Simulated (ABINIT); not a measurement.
A run of ABINIT 10.8.3 (patched build):

File run.abi:

```
# Datasets: ground state, then fixed potential
ndtset 2

# Pseudopotentials
pp_dirpath "./"
pseudos "Cd.LDA_PW-JTH.xml, S.LDA_PW-JTH.xml"

# Structure
acell 7.7942771716 7.7942771716 7.7942771716
rprim
     0.0000000000     0.7071067812     0.7071067812
     0.7071067812     0.0000000000     0.7071067812
     0.7071067812     0.7071067812     0.0000000000
ntypat 2
znucl 48 16
natom 2
typat 1 2
xred
     0.0000000000     0.0000000000     0.0000000000
     0.7500000000     0.7500000000     0.7500000000

# Plane-wave basis
ecut 24.0
pawecutdg 46.0

# Exchange and correlation
ixc -497498
usekden 1
pawxcdev 0

# Bands and occupations
occopt 3
tsmear 0.00183747

# SCF cycle
nstep 100

# Output
iomode 3
prtwf 0
prteig 0
prtebands 0
prtden1 1
prtkden1 1
prtvha1 1
prtvclmb1 1
prtpot1 1

# Dataset 1
kptopt1 1
ngkpt1 8 8 8
nshiftk1 1
shiftk1 0.0 0.0 0.0
nband1 13
tolvrs1 1.0e-7

# Dataset 2: bands along G-X-W-K-G-L-U-W-L-K
iscf2 -2
getden2 1
getkden2 1
nband2 17
nbdbuf2 2
tolwfr2 1.0e-12
kptopt2 -9
ndivsm2 8
prteig2 1
kptbounds2
     0.0000000000     0.0000000000     0.0000000000
     0.5000000000     0.0000000000     0.5000000000
     0.5000000000     0.2500000000     0.7500000000
     0.3750000000     0.3750000000     0.7500000000
     0.0000000000     0.0000000000     0.0000000000
     0.5000000000     0.5000000000     0.5000000000
     0.6250000000     0.2500000000     0.6250000000
     0.5000000000     0.2500000000     0.7500000000
     0.5000000000     0.5000000000     0.5000000000
     0.3750000000     0.3750000000     0.7500000000
```

Potentials or basis: JTH PAW LDA v2.0.

The run is started by

```bash
$ abinit run.abi > log 2>&1
```

Hardware: 1 thread of Arm Neoverse V2, on a shared host.

Task: How long does it take, and how much memory?

Result: It took 12 min on 1 thread of Arm Neoverse V2, with other jobs on the host, peak memory 0.2 GiB. Counts: scf iterations 10, mpi ranks 1, k points 29, bands 13, plane waves 1895.
